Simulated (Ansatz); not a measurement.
# Dielectric response of CaS (001) films, part 3 of 4

How well do thin rocksalt CaS (001) films screen a perpendicular field?

Ansatz 0.2.0; plane-wave DFT, PBEsol, Ansatz PAW.

So far. Step 8 (Relaxing in the field, 6 atoms, field -0.05 V/Å): The dipole is -0.0383 e·Å, and the gap on the mesh 2.399 eV. Step 9 (Response with the atoms relaxed, 6 atoms, units 3): The induced dipole is that of a conductor 8.57 Å thick.

### 10. Relaxing the film, 10 atoms, units 5

This step: plane-wave DFT, PBEsol, Ansatz PAW (Ansatz 0.2.0).

System of this step: CaS (001), 5 units. The cell holds 10 atoms: 5 Ca and 5 S. Its edges and angles: a = 4.023 Å, b = 4.023 Å, c = 29.380 Å, α = 90.0°, β = 90.0°, γ = 90.0°. It derives from CaS (rocksalt CaS). Vacuum lies along c.

The next thickness, treated alike, so that differences show the interior and the faces cancel.

Contents of input.yaml:

```yaml
crystal:
  lattice:
    - [4.02343758, 0.0, 0.0]
    - [0.0, 4.02343758, 0.0]
    - [0.0, 0.0, 29.38]
  atoms:
    - { symbol: Ca, position: [0.5, 0.5, 0.3063308373] }
    - { symbol: S, position: [0.0, 0.0, 0.3063308373] }
    - { symbol: Ca, position: [0.0, 0.0, 0.4031654187] }
    - { symbol: S, position: [0.5, 0.5, 0.4031654187] }
    - { symbol: Ca, position: [0.5, 0.5, 0.5] }
    - { symbol: S, position: [0.0, 0.0, 0.5] }
    - { symbol: Ca, position: [0.0, 0.0, 0.5968345813] }
    - { symbol: S, position: [0.5, 0.5, 0.5968345813] }
    - { symbol: Ca, position: [0.5, 0.5, 0.6936691627] }
    - { symbol: S, position: [0.0, 0.0, 0.6936691627] }
kpoints:
  mp_grid: { grid: [8, 8, 1] }
hamiltonian:
  xc: pbesol
scf:
  occupations: { method: fixed }
  convergence: { dr2_threshold: 1.0e-09 }
efield:
  axis: 3
  dipole_correction: true
  ramp_position: 0.97
  ramp_width: 0.06
relax:
  f_tol: 0.003
  max_steps: 100
output:
  write_potential: true
  write_density: true
  volumetric_format: npy
```

Run with:

```bash
$ ansatz run input.yaml --threads 4 --pin off --max-ram 12288MiB --backend cpu --events-out ev --progress --plain --runs-dir out
```

Numbers of over 12 decimals in the logs are rounded to 6 here.

Output:

```text
[...]
Crystal: 10 atoms, lattice volume = 475.605 Å³
Basis set: ecut = 420 eV, 9291 PW (Γ), exchange–correlation on 54×54×400 points (8 copies of the dense FFT grid, shifted against one another)
Bands: 50, of which v1, the nominal top of the filled ones, is band 40 counted from 1 (39 counted from 0)
Symmetry: 8 space group operations
k-points: 15 of 64
[...]
- { symbol: S, position: [0, 0.0, 0.308071] }
    - { symbol: Ca, position: [0, 0.0, 0.403953] }
    - { symbol: S, position: [0.5, 0.5, 0.404767] }
    - { symbol: Ca, position: [0.5, 0.5, 0.500000] }
    - { symbol: S, position: [0, 0.0, 0.500000] }
    - { symbol: Ca, position: [0, 0.0, 0.596047] }
    - { symbol: S, position: [0.5, 0.5, 0.595233] }
    - { symbol: Ca, position: [0.5, 0.5, 0.688606] }
    - { symbol: S, position: [0, 0.0, 0.691929] }
[key lines of the parts left out:]
SCF converged after 7 iterations
Free energy (F): -13414.227563 eV
Fermi energy:    0.352371 eV
Dipole field:    D = -0.000000 V/Å  (p = -0.000000 e·Å, saw-weighted, corrected)
Work function:   Φ+ = 4.8725 eV   Φ− = 4.8725 eV
```

Wall time 33 s (4 threads of Arm Neoverse V1, shared host); peak memory 0.9 GiB; 2.2 min of CPU time.

The steps of the relaxation:

```csv
step,energy less that of the first step (eV),largest force component (eV/Å)
1,0.0000,0.4890
2,0.0000,0.4815
3,-0.0607,0.0187
4,-0.0608,0.0030
```

Forces are held to the 8 operations that the run works with; a distortion that breaks them can't arise in this run.

The atoms that moved most (Å):

```csv
atom,dx,dy,dz,length
Ca1,0.000,0.000,0.149,0.149
Ca9,0.000,0.000,-0.149,0.149
S10,0.000,0.000,-0.051,0.051
S2,0.000,0.000,0.051,0.051
S8,0.000,0.000,-0.047,0.047
S4,0.000,0.000,0.047,0.047
Ca3,0.000,0.000,0.023,0.023
Ca7,0.000,0.000,-0.023,0.023
```

The relaxed structure:

```cif
data_structure
_symmetry_space_group_name_H-M 'P 1'
_symmetry_Int_Tables_number 1
_cell_length_a 4.0234
_cell_length_b 4.0234
_cell_length_c 29.3800
_cell_angle_alpha 90.000
_cell_angle_beta 90.000
_cell_angle_gamma 90.000
_cell_volume 475.60
loop_
_atom_site_label
_atom_site_type_symbol
_atom_site_fract_x
_atom_site_fract_y
_atom_site_fract_z
_atom_site_occupancy
Ca1 Ca 0.50000 0.50000 0.31139 1
S2 S 0.00000 0.00000 0.30807 1
Ca3 Ca 0.00000 0.00000 0.40395 1
S4 S 0.50000 0.50000 0.40477 1
Ca5 Ca 0.50000 0.50000 0.50000 1
S6 S 0.00000 0.00000 0.50000 1
Ca7 Ca 0.00000 0.00000 0.59605 1
S8 S 0.50000 0.50000 0.59523 1
Ca9 Ca 0.50000 0.50000 0.68861 1
S10 S 0.00000 0.00000 0.69193 1
```

The relaxation took 4 steps and lowered the energy by 0.061 eV; the largest force on the free atoms ends at 0.0030 eV/Å.

The gap is 2.30 eV, with the valence edge 4.87 eV and the conduction edge 2.57 eV under the upper vacuum level.

### 11. Single point on the relaxed film, 10 atoms, units 5

The next thickness, treated alike, so that differences show the interior and the faces cancel.

input.yaml, the sections that differ from step 10:

```yaml
crystal:
  lattice:
    - [4.02343758, 0.0, 0.0]
    - [0.0, 4.02343758, 0.0]
    - [0.0, 0.0, 29.38]
  atoms:
    - { symbol: Ca, position: [0.5, 0.5, 0.31139436] }
    - { symbol: S, position: [0.0, 0.0, 0.3080707952] }
    - { symbol: Ca, position: [0.0, 0.0, 0.4039529629] }
    - { symbol: S, position: [0.5, 0.5, 0.404767117] }
    - { symbol: Ca, position: [0.5, 0.5, 0.5000000025] }
    - { symbol: S, position: [0.0, 0.0, 0.5000000003] }
    - { symbol: Ca, position: [0.0, 0.0, 0.5960470402] }
    - { symbol: S, position: [0.5, 0.5, 0.5952328799] }
    - { symbol: Ca, position: [0.5, 0.5, 0.6886056405] }
    - { symbol: S, position: [0.0, 0.0, 0.6919292015] }
output:
  eigenvalues: true
  write_potential: true
  write_density: true
  volumetric_format: npy
  elf: true
# kpoints, hamiltonian, scf, efield: as in step 10
# relax: removed
```

Output:

```text
[...]
Crystal: 10 atoms, lattice volume = 475.605 Å³
Basis set: ecut = 420 eV, 9291 PW (Γ)
Bands: 50, of which v1, the nominal top of the filled ones, is band 40 counted from 1 (39 counted from 0)
Symmetry: 8 space group operations
k-points: 15 of 64
[...]
k-point 0: bands = [... 36 lower, 0.2467, 0.2467, 0.3523, 0.3523, 2.6501, 2.9165, 3.3901, 3.8854, ... 6 higher]
  k-point 1: bands = [... 36 lower, -0.0982, 0.0758, 0.1087, 0.1890, 3.0655, 3.3064, 3.7296, 4.0776, ... 6 higher]
  k-point 2: bands = [... 36 lower, -0.3470, -0.1838, -0.1588, -0.1477, 3.9630, 4.0794, 4.2701, 4.2891, ... 6 higher]
  k-point 14: bands = [... 36 lower, -0.5758, -0.5758, -0.1998, -0.0640, 2.8675, 2.8675, 3.6960, 3.6960, ... 6 higher]
[key lines of the parts left out:]
SCF converged after 9 iterations
Free energy (F): -13414.227769 eV
Fermi energy:    0.352300 eV
Dipole field:    D = -0.000000 V/Å  (p = -0.000001 e·Å, saw-weighted, corrected)
Work function:   Φ+ = 4.8726 eV   Φ− = 4.8726 eV
```

Wall time 14 s (4 threads); peak memory 0.98 GiB.

The gap is 2.30 eV, with the valence edge 4.87 eV and the conduction edge 2.57 eV under the upper vacuum level.

### 12. Single point, 10 atoms, units 5, field 0.1 V/Å

input.yaml: that of step 11 with these lines changed.

```diff
@@ -22,3 +22,3 @@
   occupations: { method: fixed }
-  convergence: { dr2_threshold: 1.0e-09 }
+  convergence: { dr2_threshold: 1.0e-10 }
 efield:
@@ -28,4 +28,4 @@
   ramp_width: 0.06
+  amplitude: 0.1
 output:
-  eigenvalues: true
   write_potential: true
@@ -33,2 +33 @@
   volumetric_format: npy
-  elf: true
```

Output:

```text
[...]
Crystal: 10 atoms, lattice volume = 475.605 Å³
Basis set: ecut = 420 eV, 9291 PW (Γ)
Bands: 50, of which v1, the nominal top of the filled ones, is band 40 counted from 1 (39 counted from 0)
Symmetry: 8 space group operations
k-points: 15 of 64
[...]
k-point 0: bands = [... 36 lower, 0.2125, 0.2125, 0.3989, 0.3989, 2.6373, 2.9213, 3.3900, 3.7624, ... 6 higher]
  k-point 1: bands = [... 36 lower, -0.0748, 0.0648, 0.0938, 0.2450, 3.0513, 3.3116, 3.7260, 3.9144, ... 6 higher]
  k-point 2: bands = [... 36 lower, -0.3541, -0.2539, -0.1366, -0.0689, 3.9254, 4.0673, 4.2091, 4.3544, ... 6 higher]
  k-point 14: bands = [... 36 lower, -0.5615, -0.5615, -0.2528, -0.0103, 2.8621, 2.8621, 3.6972, 3.6972, ... 6 higher]
[key lines of the parts left out:]
SCF converged after 13 iterations
Free energy (F): -13414.233083 eV
Fermi energy:    0.398889 eV
Dipole field:    D = 0.040437 V/Å  (p = 0.106284 e·Å, saw-weighted, corrected)
```

The job ended after 15 s (4 threads; peak memory 0.96 GiB; 60 s of CPU time).

The dipole is 0.106 e·Å, and the gap on the mesh 2.238 eV.

### 13. Single point, 10 atoms, units 5, field -0.1 V/Å

input.yaml: that of step 12 with these lines changed.

```diff
@@ -28,3 +28,3 @@
   ramp_width: 0.06
-  amplitude: 0.1
+  amplitude: -0.1
 output:
```

Output:

```text
[...]
Crystal: 10 atoms, lattice volume = 475.605 Å³
Basis set: ecut = 420 eV, 9291 PW (Γ)
Bands: 50, of which v1, the nominal top of the filled ones, is band 40 counted from 1 (39 counted from 0)
Symmetry: 8 space group operations
k-points: 15 of 64
[...]
k-point 0: bands = [... 36 lower, 0.2125, 0.2125, 0.3989, 0.3989, 2.6373, 2.9213, 3.3900, 3.7624, ... 6 higher]
  k-point 1: bands = [... 36 lower, -0.0748, 0.0648, 0.0938, 0.2450, 3.0513, 3.3116, 3.7260, 3.9144, ... 6 higher]
  k-point 2: bands = [... 36 lower, -0.3541, -0.2539, -0.1366, -0.0689, 3.9254, 4.0673, 4.2091, 4.3544, ... 6 higher]
  k-point 14: bands = [... 36 lower, -0.5615, -0.5615, -0.2528, -0.0103, 2.8621, 2.8621, 3.6972, 3.6972, ... 6 higher]
[key lines of the parts left out:]
SCF converged after 13 iterations
Free energy (F): -13414.233083 eV
Fermi energy:    0.398890 eV
Dipole field:    D = -0.040437 V/Å  (p = -0.106283 e·Å, saw-weighted, corrected)
```

It took 15 s on 4 threads; peak memory 0.96 GiB; 60 s of CPU time.

The dipole is -0.106 e·Å, and the gap on the mesh 2.238 eV.

### 14. Response with the atoms held, 10 atoms, units 5

This step: plane-wave DFT, PBEsol, Ansatz PAW; response to a field along the normal, atoms held (Ansatz 0.2.0).

Local field over the applied field, running mean. From the potentials at -0.1 and 0.1 V/Å; running mean over 2.845 Å, taken twice. The local field over applied field by z:

z (Å), local field over applied field and a bar from the least value:
```
      4.5      0.989 ##############################
      5.0      0.974 #############################
      5.5      0.942 ############################
      6.0      0.887 ##########################
      6.5      0.804 #######################
      7.0      0.698 ###################
      7.5      0.575 ###############
      8.0      0.453 ##########
      8.5      0.346 ######
      9.0      0.265 ###
      9.5      0.212 #
     10.0      0.186 
     10.5      0.179 
     11.0      0.182 
     11.5      0.186 
     12.0      0.189 
     12.5      0.192 
     13.0      0.193 #
     13.5      0.193 #
     14.0      0.193 
     14.5      0.192 
     15.0      0.192 
     15.5      0.193 
     16.0      0.193 #
     16.5      0.193 #
     17.0      0.192 
     17.5      0.189 
     18.0      0.185 
     18.5      0.181 
     19.0      0.180 
     19.5      0.190 
     20.0      0.222 ##
     20.5      0.282 ####
     21.0      0.369 #######
     21.5      0.481 ###########
     22.0      0.605 ################
     22.5      0.725 ####################
     23.0      0.826 ########################
     23.5      0.902 ###########################
     24.0      0.951 #############################
     24.5      0.979 ##############################
     25.0      0.991 ##############################
```

The induced dipole is that of a conductor 11.88 Å thick.

### 15. Field on, atoms free, 10 atoms, units 5, field 0.05 V/Å

This step: plane-wave DFT, PBEsol, Ansatz PAW (Ansatz 0.2.0).

The same pair of relaxations in the field for this thickness.

input.yaml: that of step 13 with these lines changed.

```diff
@@ -28,3 +28,6 @@
   ramp_width: 0.06
-  amplitude: -0.1
+  amplitude: 0.05
+relax:
+  f_tol: 0.0006
+  max_steps: 70
 output:
```

Output:

```text
[...]
Crystal: 10 atoms, lattice volume = 475.605 Å³
Basis set: ecut = 420 eV, 9291 PW (Γ), exchange–correlation on 54×54×400 points (8 copies of the dense FFT grid, shifted against one another)
Bands: 50, of which v1, the nominal top of the filled ones, is band 40 counted from 1 (39 counted from 0)
Symmetry: 8 space group operations
k-points: 15 of 64
[...]
- { symbol: Ca, position: [0.5, 0.5, 0.311479] }
    - { symbol: S, position: [0, 0.0, 0.307980] }
    - { symbol: Ca, position: [0, 0.0, 0.403991] }
    - { symbol: S, position: [0.5, 0.5, 0.404735] }
    - { symbol: Ca, position: [0.5, 0.5, 0.500063] }
    - { symbol: S, position: [0, 0.0, 0.499944] }
    - { symbol: Ca, position: [0, 0.0, 0.596086] }
    - { symbol: S, position: [0.5, 0.5, 0.595220] }
    - { symbol: Ca, position: [0.5, 0.5, 0.688676] }
    - { symbol: S, position: [0, 0.0, 0.691825] }
[key lines of the parts left out:]
SCF converged after 5 iterations
Free energy (F): -13414.229089 eV
Fermi energy:    0.354849 eV
Dipole field:    D = 0.023199 V/Å  (p = 0.060976 e·Å, saw-weighted, corrected)
```

Wall time 35 s (4 threads); peak memory 0.88 GiB; 2.3 min of CPU time.

No atom moved by 0.005 Å in the relaxation.

The relaxation took 4 steps and lowered the energy by 2.0e-4 eV; the largest force on the free atoms ends at 2.3e-4 eV/Å.

The dipole is 0.0610 e·Å, and the gap on the mesh 2.294 eV.

### 16. Field on, atoms free, 10 atoms, units 5, field -0.05 V/Å

The opposite sign, again from the field-free geometry; the difference of the two cancels what relaxes without a field.

input.yaml: that of step 15 with these lines changed.

```diff
@@ -28,3 +28,3 @@
   ramp_width: 0.06
-  amplitude: 0.05
+  amplitude: -0.05
 relax:
```

Output:

```text
[...]
Crystal: 10 atoms, lattice volume = 475.605 Å³
Basis set: ecut = 420 eV, 9291 PW (Γ), exchange–correlation on 54×54×400 points (8 copies of the dense FFT grid, shifted against one another)
Bands: 50, of which v1, the nominal top of the filled ones, is band 40 counted from 1 (39 counted from 0)
Symmetry: 8 space group operations
k-points: 15 of 64
[...]
- { symbol: Ca, position: [0.5, 0.5, 0.311324] }
    - { symbol: S, position: [0, 0.0, 0.308175] }
    - { symbol: Ca, position: [0, 0.0, 0.403914] }
    - { symbol: S, position: [0.5, 0.5, 0.404780] }
    - { symbol: Ca, position: [0.5, 0.5, 0.499937] }
    - { symbol: S, position: [0, 0.0, 0.500056] }
    - { symbol: Ca, position: [0, 0.0, 0.596009] }
    - { symbol: S, position: [0.5, 0.5, 0.595265] }
    - { symbol: Ca, position: [0.5, 0.5, 0.688521] }
    - { symbol: S, position: [0, 0.0, 0.692020] }
[key lines of the parts left out:]
SCF converged after 5 iterations
Free energy (F): -13414.229089 eV
Fermi energy:    0.354849 eV
Dipole field:    D = -0.023199 V/Å  (p = -0.060976 e·Å, saw-weighted, corrected)
```

Elapsed: 33 s, on 4 threads; peak memory 0.89 GiB.

No atom moved by 0.005 Å in the relaxation.

The relaxation took 4 steps and lowered the energy by 2.0e-4 eV; the largest force on the free atoms ends at 2.3e-4 eV/Å.

The dipole is -0.0610 e·Å, and the gap on the mesh 2.294 eV.

### 17. Response with the atoms relaxed, 10 atoms, units 5

This step: plane-wave DFT, PBEsol, Ansatz PAW; response to a field along the normal, atoms relaxed (Ansatz 0.2.0).

Local field over the applied field, running mean. From the potentials at -0.05 and 0.05 V/Å; running mean over 2.845 Å, taken twice. Table of local field over applied field by z:

```csv
z (Å),local field over applied field
4.5,0.989
5.0,0.972
5.5,0.929
6.0,0.864
6.5,0.772
7.0,0.648
7.5,0.497
8.0,0.350
8.5,0.242
9.0,0.141
9.5,0.0714
10.0,0.0408
10.5,0.0519
11.0,0.0672
11.5,0.0696
12.0,0.0867
12.5,0.102
13.0,0.104
13.5,0.0936
14.0,0.0876
14.5,0.0857
15.0,0.0867
15.5,0.0879
16.0,0.0962
16.5,0.106
17.0,0.0980
17.5,0.0828
18.0,0.0679
18.5,0.0649
19.0,0.0477
19.5,0.0432
20.0,0.0845
20.5,0.165
21.0,0.264
21.5,0.383
22.0,0.534
22.5,0.680
23.0,0.798
23.5,0.880
24.0,0.943
24.5,0.978
25.0,0.992
```

The induced dipole is that of a conductor 13.63 Å thick.

### 18. Relaxation, 16 atoms, units 8

This step: plane-wave DFT, PBEsol, Ansatz PAW (Ansatz 0.2.0).

System of this step: CaS (001), 8 units. The cell holds 16 atoms: 8 Ca and 8 S. Its edges and angles: a = 4.023 Å, b = 4.023 Å, c = 37.915 Å, α = 90.0°, β = 90.0°, γ = 90.0°. It derives from CaS (rocksalt CaS). Vacuum lies along c.

The next thickness, treated alike, so that differences show the interior and the faces cancel.

Contents of input.yaml:

```yaml
crystal:
  lattice:
    - [4.02343758, 0.0, 0.0]
    - [0.0, 4.02343758, 0.0]
    - [0.0, 0.0, 37.915]
  atoms:
    - { symbol: Ca, position: [0.5, 0.5, 0.2373730713] }
    - { symbol: S, position: [0.0, 0.0, 0.2373730713] }
    - { symbol: Ca, position: [0.0, 0.0, 0.3124093367] }
    - { symbol: S, position: [0.5, 0.5, 0.3124093367] }
    - { symbol: Ca, position: [0.5, 0.5, 0.387445602] }
    - { symbol: S, position: [0.0, 0.0, 0.387445602] }
    - { symbol: Ca, position: [0.0, 0.0, 0.4624818673] }
    - { symbol: S, position: [0.5, 0.5, 0.4624818673] }
    - { symbol: Ca, position: [0.5, 0.5, 0.5375181327] }
    - { symbol: S, position: [0.0, 0.0, 0.5375181327] }
    - { symbol: Ca, position: [0.0, 0.0, 0.612554398] }
    - { symbol: S, position: [0.5, 0.5, 0.612554398] }
    - { symbol: Ca, position: [0.5, 0.5, 0.6875906633] }
    - { symbol: S, position: [0.0, 0.0, 0.6875906633] }
    - { symbol: Ca, position: [0.0, 0.0, 0.7626269287] }
    - { symbol: S, position: [0.5, 0.5, 0.7626269287] }
kpoints:
  mp_grid: { grid: [8, 8, 1] }
hamiltonian:
  xc: pbesol
scf:
  occupations: { method: fixed }
  convergence: { dr2_threshold: 1.0e-09 }
efield:
  axis: 3
  dipole_correction: true
  ramp_position: 0.97
  ramp_width: 0.06
relax:
  f_tol: 0.003
  max_steps: 100
output:
  write_potential: true
  write_density: true
  volumetric_format: npy
```

Output:

```text
[...]
Crystal: 16 atoms, lattice volume = 613.770 Å³
Basis set: ecut = 420 eV, 12023 PW (Γ), exchange–correlation on 54×54×512 points (8 copies of the dense FFT grid, shifted against one another)
Bands: 80, of which v1, the nominal top of the filled ones, is band 64 counted from 1 (63 counted from 0)
Symmetry: 8 space group operations
k-points: 15 of 64
[...]
- { symbol: S, position: [0.5, 0.5, 0.463018] }
    - { symbol: Ca, position: [0.5, 0.5, 0.537063] }
    - { symbol: S, position: [0, 0.0, 0.536982] }
    - { symbol: Ca, position: [0, 0.0, 0.610946] }
    - { symbol: S, position: [0.5, 0.5, 0.611155] }
    - { symbol: Ca, position: [0.5, 0.5, 0.685524] }
    - { symbol: S, position: [0, 0.0, 0.684830] }
    - { symbol: Ca, position: [0, 0.0, 0.757202] }
    - { symbol: S, position: [0.5, 0.5, 0.759798] }
[key lines of the parts left out:]
SCF converged after 8 iterations
Free energy (F): -21463.376878 eV
Fermi energy:    1.601938 eV
Dipole field:    D = -0.000001 V/Å  (p = -0.000002 e·Å, saw-weighted, corrected)
Work function:   Φ+ = 4.8720 eV   Φ− = 4.8720 eV
```

Wall time 83 s (4 threads); peak memory 1.4 GiB; 5.5 min of CPU time.

Relaxation path:

```csv
step,energy less that of the first step (eV),largest force component (eV/Å)
1,0.0000,0.4889
2,-0.0046,0.4564
3,-0.0710,0.0228
4,-0.0714,0.0026
```

Forces are held to the 8 operations that the run works with; a distortion that breaks them can't arise in this run.

The atoms that moved most (Å):

```csv
atom,dx,dy,dz,length
Ca15,0.000,0.000,-0.206,0.206
Ca1,0.000,0.000,0.206,0.206
S2,0.000,0.000,0.107,0.107
S16,0.000,0.000,-0.107,0.107
S4,0.000,0.000,0.105,0.105
S14,0.000,0.000,-0.105,0.105
Ca13,0.000,0.000,-0.078,0.078
Ca3,0.000,0.000,0.078,0.078
```

Running mean over 2.845 Å of the planar mean; the ramp of the sawtooth is left out. The electron's electrostatic potential energy less the highest filled level by z:

z (Å), electron's electrostatic potential energy less the highest filled level (eV) and a bar from the least value:
```
        4       4.87 ##############################
        5       4.87 ##############################
        6       4.82 ##############################
        7       4.09 ###########################
        8      -0.33 ##########
        9      -2.55 ##
       10      -2.85 
       11      -2.94 
       12      -2.70 #
       13      -2.81 #
       14      -2.74 #
       15      -2.68 #
       16      -2.87 
       17      -2.73 #
       18      -2.71 #
       19      -2.86 
       20      -2.70 #
       21      -2.74 #
       22      -2.86 
       23      -2.68 #
       24      -2.76 #
       25      -2.80 #
       26      -2.71 #
       27      -2.98 
       28      -2.81 #
       29      -2.51 ##
       30       0.11 ############
       31       4.26 ############################
       32       4.83 ##############################
       33       4.87 ##############################
       34       4.87 ##############################
```

The relaxation took 4 steps and lowered the energy by 0.071 eV; the largest force on the free atoms ends at 0.0026 eV/Å.

The gap is 2.25 eV, with the valence edge 4.87 eV and the conduction edge 2.63 eV under the upper vacuum level.

(Part 3 of 4 ends here.)

[Logs are printed without paths, hosts, clocks, repeated set-up lines and the standing remarks that a program may print on its own settings, such as how far it seeks lower states.]

[Hosts, paths, dates, database ids (printed as entryN), source tags and the programs' standing remarks are cut or masked in the printed files.]

[Maps of the electrostatic potential energy from Ansatz leave out the sawtooth potential of an applied field or a dipole correction, so their vacuum need not be flat; planar profiles and work functions include it.]
